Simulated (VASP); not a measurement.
# KI (Pm-3m) in VASP: further runs

The runs below take KI through single point, with r2SCAN.

All numbers are computed with VASP 6.6.1; they aren't measurements. Logs are shortened: lines on timing, memory, paths and dates and some standing lists are left out, and cuts for length are marked.

### Step 1. The structure

The structure is cubic, space group Pm-3m (No. 221). Conventional cell: a = 4.291 Å, b = 4.291 Å, c = 4.291 Å, α = 90.00°, β = 90.00°, γ = 90.00°. I (site symmetry m-3m) is surrounded by 8 K at 3.72 Å. K (site symmetry m-3m) is surrounded by 8 I at 3.72 Å.

Measurements of this composition are mostly on another form, of space group No. 225.

### Step 2. Single point, r2SCAN

Input file INCAR:

```
SYSTEM = KI
ADDGRID = .False.
ALGO = Normal
EDIFF = 1E-6
ENCUT = 450
ISIF = 2
ISMEAR = 0
LASPH = .True.
LCHARG = .False.
LMIXTAU = .True.
LREAL = .False.
LWAVE = .False.
METAGGA = R2SCAN
NBANDS = 15
NELM = 100
PREC = Low
SIGMA = 0.05
```

Input file KPOINTS:

```
k-points
0
Gamma
  5 5 5
  0 0 0
```

Input file POSCAR:

```
KI
1.0
    4.2911966600      0.0000000000      0.0000000000
    0.0000000000      4.2911966600      0.0000000000
    0.0000000000      0.0000000000      4.2911966600
I K
1 1
Direct
    0.5065330000      0.4906340000      0.4946390000
   -0.0062690000      0.0032140000     -0.0010130000
```

Potentials or basis: VASP PAW PBE potentials, release 64 (I, K_sv).

Command:

```bash
$ cat potpaw_PBE.64/I/POTCAR potpaw_PBE.64/K_sv/POTCAR > POTCAR
$ mpirun -np 1 vasp_std > vasp.out
```

OUTCAR:

```text
SYSTEM = KI
   EDIFF = 1E-6
   ENCUT = 450
   ISIF = 2
   ISMEAR = 0
   LASPH = .True.
   LREAL = .False.
   METAGGA = R2SCAN
   NELM = 100
   PREC = Low

 Found     63 irreducible k-points:

 Following reciprocal coordinates:
            Coordinates               Weight
  0.000000  0.000000  0.000000      1.000000
  0.200000  0.000000  0.000000      2.000000
  0.000000  0.200000  0.000000      2.000000
  0.000000  0.000000  0.200000      2.000000
  0.400000  0.000000  0.000000      2.000000
  0.000000  0.400000  0.000000      2.000000
   k-points           NKPTS =     63   k-points in BZ     NKDIM =     63   number of bands    NBANDS=     15
   number of dos      NEDOS =    301   number of ions     NIONS =      2
   total plane-waves  NPLWV =  13824
   dimension x,y,z NGX =    24 NGY =   24 NGZ =   24
   dimension x,y,z NGXF=    24 NGYF=   24 NGZF=   24
   ions per type =               1   1
   NGX,Y,Z   is equivalent  to a cutoff of   9.30,  9.30,  9.30 a.u.
   NGXF,Y,Z  is equivalent  to a cutoff of   9.30,  9.30,  9.30 a.u.
 SYSTEM =  KI
   PREC   = low       normal or accurate (medium, high low for compatibility)
   ISTART =      0    job   : 0-new  1-cont  2-samecut
   ICHARG =      2    charge: 1-file 2-atom 10-const
   ISPIN  =      1    spin polarized calculation?
   LNONCOLLINEAR =      F non collinear calculations
   LSORBIT =      F    spin-orbit coupling
   LASPH  =      T    aspherical Exc in radial PAW
   ENCUT  =  450.0 eV  33.07 Ry    5.75 a.u.   7.42  7.42  7.42*2*pi/ulx,y,z
   NELM   =    100;   NELMIN=  2; NELMDL= -5     # of ELM steps
   EDIFF  = 0.1E-05   stopping-criterion for ELM
   LREAL  =      F    real-space projection
   EDIFFG = 0.1E-04   stopping-criterion for IOM
   NSW    =      0    number of steps for IOM
   IBRION =     -1    ionic relax: 0-MD 1-quasi-New 2-CG
   NFREE  =      0    steps in history (QN), initial steepest desc. (CG)
   ISIF   =      2    stress and relaxation
   ISYM   =      2    0-nonsym 1-usesym 2-fastsym
   POTIM  = 0.5000    time-step for ionic-motion
   TEBEG  =    0.0;   TEEND  =   0.0 temperature during run
   PSTRESS=    0.0 pullay stress
   NELECT =      16.0000    total number of electrons
   NUPDOWN=      -1.0000    fix difference up-down
   EMIN   =  10.00;   EMAX   =-10.00  energy-range for DOS
   EFERMI =   0.00;   METHOD = LEGACY
   ISMEAR =     0;   SIGMA  =   0.05  broadening in eV -4-tet -1-fermi 0-gaus
   EFERMI_NEDOS =   21; number of points for ismear=-14 and -15
   IALGO  =     38    algorithm
   IMIX   =      4    mixing-type and parameters
     AMIX     =   0.40;   BMIX     =  1.00
     AMIX_MAG =   1.60;   BMIX_MAG =  1.00
  volume/ion in A,a.u.               =      39.51       266.63
  Fermi-wavevector in a.u.,A,eV,Ry     =   0.961324  1.816639 12.573738  0.924144
  Thomas-Fermi vector in A             =   2.090686
   LORBIT       =      0    0 simple, 1 ext, 2 COOP (PROOUT), +10 PAW based schemes
   METAGGA = R2SCAN    functional components
   LHFCALC =     F    Hartree Fock is set to
   AEXX    =    0.0000 exact exchange contribution
   IVDW    =     0    specifies the selected vdW correction
   LEPSILON=     F    determine dielectric tensor
   LRPA    =     F    only Hartree local field effects (RPA)
 non-spin polarized calculation
 Gauss-broadening in eV      SIGMA  =   0.05
  energy-cutoff  :      450.00
  volume of cell :       79.02
 maximum number of plane-waves:      1743
   NGX = 15   NGY = 15   NGZ = 15

 number of electron      16.0000290 magnetization

 Free energy of the ion-electron system (eV)
  ---------------------------------------------------
  ext. energy  EPLUGINS =         0.00000000
  ---------------------------------------------------
  free energy    TOTEN  =       -33.86058178 eV

  energy without entropy =      -33.86058178  energy(sigma->0) =      -33.86058178

 E-fermi :   0.8232     XC(G=0):  -8.0455

 val. band max:        0.5192795451   @ k =   0.0000  -0.4000   0.4000
 cond. band min:       4.6182810921   @ k =   0.0000   0.0000   0.0000
 fundamental gap:      4.0990015471
 Fermi energy:         0.8232077454

 k-point     1 :       0.0000    0.0000    0.0000
  band No.  band energies     occupation
      1     -30.0055      2.00000
      2     -12.6885      2.00000
      3     -12.6877      2.00000
      4     -12.6876      2.00000
      5     -10.9129      2.00000
      6       0.2069      2.00000
      7       0.2075      2.00000
      8       0.2082      2.00000
      9       4.6183      0.00000
     10       5.8345      0.00000
     11       5.8398      0.00000
     12       9.6754      0.00000
     13       9.6816      0.00000
     14       9.6829      0.00000
     15      11.7231      0.00000

 k-point     2 :       0.2000    0.0000    0.0000
  band No.  band energies     occupation
      1     -30.0040      2.00000
      2     -12.7473      2.00000
      3     -12.6840      2.00000
      4     -12.6837      2.00000
      5     -10.8032      2.00000
      6      -0.6221      2.00000
      7       0.2356      2.00000
      8       0.2361      2.00000
      9       5.3514      0.00000
     10       6.1286      0.00000
     11       6.8056      0.00000
     12       9.5541      0.00000
     13       9.5602      0.00000
     14       9.8505      0.00000
     15      10.4496      0.00000

 k-point     3 :       0.0000    0.2000    0.0000
  band No.  band energies     occupation
      1     -30.0040      2.00000
      2     -12.7473      2.00000
      3     -12.6840      2.00000
      4     -12.6837      2.00000
      5     -10.8032      2.00000
      6      -0.6221      2.00000
      7       0.2356      2.00000
      8       0.2361      2.00000
      9       5.3515      0.00000
     10       6.1286      0.00000
     11       6.8055      0.00000
     12       9.5541      0.00000
     13       9.5603      0.00000
     14       9.8506      0.00000
     15      10.4488      0.00000

 k-point     4 :       0.0000    0.0000    0.2000
  band No.  band energies     occupation
      1     -30.0040      2.00000
      2     -12.7472      2.00000
      3     -12.6842      2.00000
      4     -12.6838      2.00000
      5     -10.8030      2.00000
      6      -0.6223      2.00000
      7       0.2357      2.00000
      8       0.2361      2.00000
      9       5.3513      0.00000
     10       6.1317      0.00000
     11       6.8010      0.00000
     12       9.5530      0.00000
     13       9.5601      0.00000
     14       9.8553      0.00000
     15      10.4351      0.00000

 k-point     5 :       0.4000    0.0000    0.0000
  band No.  band energies     occupation
      1     -30.0015      2.00000
      2     -12.8348      2.00000
      3     -12.6777      2.00000
      4     -12.6774      2.00000
      5     -10.6260      2.00000
      6      -1.5874      2.00000
      7       0.2812      2.00000
      8       0.2828      2.00000
      9       6.4572      0.00000
     10       6.9492      0.00000
     11       8.2253      0.00000
     12       8.6729      0.00000
     13       9.6497      0.00000
     14       9.6630      0.00000
     15      10.1965      0.00000

 k-point     6 :       0.0000    0.4000    0.0000
  band No.  band energies     occupation
      1     -30.0015      2.00000
      2     -12.8348      2.00000
      3     -12.6777      2.00000
      4     -12.6774      2.00000
      5     -10.6260      2.00000
      6      -1.5872      2.00000
      7       0.2812      2.00000
      8       0.2828      2.00000
      9       6.4573      0.00000
     10       6.9491      0.00000
     11       8.2250      0.00000
     12       8.6722      0.00000
     13       9.6498      0.00000
     14       9.6635      0.00000
     15      10.1963      0.00000

 [... further k-points ...]

------------------------ aborting loop because EDIFF is reached ----------------------------------------

  FORCE on cell =-STRESS in cart. coord.  units (eV):
  Direction    XX          YY          ZZ          XY          YZ          ZX
  --------------------------------------------------------------------------------------
  -------------------------------------------------------------------------------------
  Total        0.0289204      0.0311253      0.0295427     -0.0126207      0.0052546     -0.0049674
  in kB        0.5863815      0.6310867      0.5989987     -0.2558940      0.1065414     -0.1007184
  external PRESSURE =       0.6054890 kB  Pullay stress =       0.0000000 kB

 VOLUME and BASIS-vectors are now :
 -----------------------------------------------------------------------------
  energy-cutoff  :      450.00
  volume of cell :       79.02
      direct lattice vectors                 reciprocal lattice vectors
     4.291196660  0.000000000  0.000000000     0.233035230  0.000000000  0.000000000
     0.000000000  4.291196660  0.000000000     0.000000000  0.233035230  0.000000000
     0.000000000  0.000000000  4.291196660     0.000000000  0.000000000  0.233035230

 POSITION                                       TOTAL-FORCE (eV/Angst)
 -----------------------------------------------------------------------------------
      2.17363      2.10541      2.12259        -0.034324      0.034171      0.012957
      4.26430      0.01379      4.28685         0.034324     -0.034171     -0.012957
 -----------------------------------------------------------------------------------
    total drift:                               -0.004678      0.004310      0.003491

  FREE ENERGIE OF THE ION-ELECTRON SYSTEM (eV)
  ---------------------------------------------------
  free  energy   TOTEN  =       -33.8605817824 eV

  energy  without entropy=      -33.8605817824  energy(sigma->0) =      -33.86058178
```

Wall time 74 s (1 thread of Intel Xeon Platinum 8259CL at 2.50GHz (Skylake/Cascade Lake), shared host); peak memory 0.16 GiB.

These settings aren't checked as converged: the numbers below hold their error.

What came out:

```
Free energy            : -33.8606 eV
Pressure               : 0.1 GPa
Largest force          : 0.050 eV/Å
Band gap on the k mesh : 4.10 eV, indirect (least direct gap 4.41 eV)
```

Caveat: the PAW data sets were made with another functional, which shifts forces and pressure a little; spin-orbit coupling is left out, which moves the levels of the heavy elements; an odd mesh through Γ misses points on the zone boundary, where band edges often lie.

### Step 3. Single point, r2SCAN

Changes to INCAR since step 2:

```diff
@@ -15,3 +15,3 @@
 NELM = 100
-PREC = Low
+PREC = Normal
 SIGMA = 0.05
```

KPOINTS is that of step 2.

Input file POSCAR:

```
KI
1.0
    4.2911966600      0.0000000000      0.0000000000
    0.0000000000      4.2911966600      0.0000000000
    0.0000000000      0.0000000000      4.2911966600
I K
1 1
Direct
    0.5000000000      0.5000000000      0.5000000000
    0.0000000000      0.0000000000      0.0000000000
```

Potentials or basis: VASP PAW PBE potentials, release 64 (I, K_sv).

Command:

```bash
$ cat potpaw_PBE.64/I/POTCAR potpaw_PBE.64/K_sv/POTCAR > POTCAR
$ mpirun -np 1 vasp_std > vasp.out
```

Run time: 23 s. Hardware: 1 thread of Intel Xeon Platinum 8259CL at 2.50GHz (Skylake/Cascade Lake), shared host; peak memory 0.14 GiB.

The run converged, but some of its settings lie outside the range that counts as converged, so its numbers aren't taken as properties of the crystal.

What came out:

```yaml
Free_energy: -33.8620 eV
Pressure: 0.0 GPa
Band_gap_on_the_k_mesh: 4.10 eV, indirect (least direct gap 4.41 eV)
```

Caveat: the PAW data sets were made with another functional, which shifts forces and pressure a little; spin-orbit coupling is left out, which moves the levels of the heavy elements; an odd mesh through Γ misses points on the zone boundary, where band edges often lie.

### Step 4. Single point, r2SCAN

INCAR is that of step 3.

KPOINTS is that of step 3.

Input file POSCAR:

```
KI
1.0
    4.2911966600      0.0000000000      0.0000000000
    0.0000000000      4.2911966600      0.0000000000
    0.0000000000      0.0000000000      4.2911966600
I K
1 1
Direct
    0.5065330000      0.4906340000      0.4946390000
   -0.0062690000      0.0032140000     -0.0010130000
```

Command:

```bash
$ cat potpaw_PBE.64/I/POTCAR potpaw_PBE.64/K_sv/POTCAR > POTCAR
$ mpirun -np 1 vasp_std > vasp.out
```

Wall time 64 s (1 thread of Intel Xeon Platinum 8259CL at 2.50GHz (Skylake/Cascade Lake), shared host); peak memory 0.19 GiB.

These settings aren't checked as converged: the numbers below hold their error.

Results:

- Free energy: -33.8598 eV
- Pressure: 0.1 GPa
- Largest force: 0.052 eV/Å
- Band gap on the k mesh: 4.10 eV, indirect (least direct gap 4.41 eV)

Caveat: the PAW data sets were made with another functional, which shifts forces and pressure a little; spin-orbit coupling is left out, which moves the levels of the heavy elements; an odd mesh through Γ misses points on the zone boundary, where band edges often lie.

### Step 5. Single point, r2SCAN

Changes to INCAR since step 4:

```diff
@@ -10,3 +10,3 @@
 LMIXTAU = .True.
-LREAL = .False.
+LREAL = Auto
 LWAVE = .False.
@@ -15,3 +15,3 @@
 NELM = 100
-PREC = Normal
+PREC = Accurate
 SIGMA = 0.05
```

KPOINTS is that of step 4.

Input file POSCAR:

```
KI
1.0
    4.2911966600      0.0000000000      0.0000000000
    0.0000000000      4.2911966600      0.0000000000
    0.0000000000      0.0000000000      4.2911966600
I K
1 1
Direct
    0.5000000000      0.5000000000      0.5000000000
    0.0000000000      0.0000000000      0.0000000000
```

Command:

```bash
$ cat potpaw_PBE.64/I/POTCAR potpaw_PBE.64/K_sv/POTCAR > POTCAR
$ mpirun -np 1 vasp_std > vasp.out
```

Run time: 49 s. Hardware: 1 thread of Intel Xeon Platinum 8259CL at 2.50GHz (Skylake/Cascade Lake), shared host; peak memory 0.17 GiB.

The run converged, but some of its settings lie outside the range that counts as converged, so its numbers aren't taken as properties of the crystal.

Results:

- Free energy: -33.8627 eV
- Pressure: 0.1 GPa
- Band gap on the k mesh: 4.10 eV, indirect (least direct gap 4.41 eV)

Caveat: the PAW data sets were made with another functional, which shifts forces and pressure a little; spin-orbit coupling is left out, which moves the levels of the heavy elements; an odd mesh through Γ misses points on the zone boundary, where band edges often lie.

### Step 6. For comparison

An earlier run on the cell as given: functional PBE; potentials or basis VASP PAW PBE potentials, release 64 (I, K_sv); cutoff 520 eV; k mesh 6 × 6 × 6; occupations fermi-dirac, width 0.05 eV; no spin polarisation.

* Pressure: 0.5 GPa
* Band gap on the k mesh: 3.33 eV, indirect (least direct gap 3.69 eV)
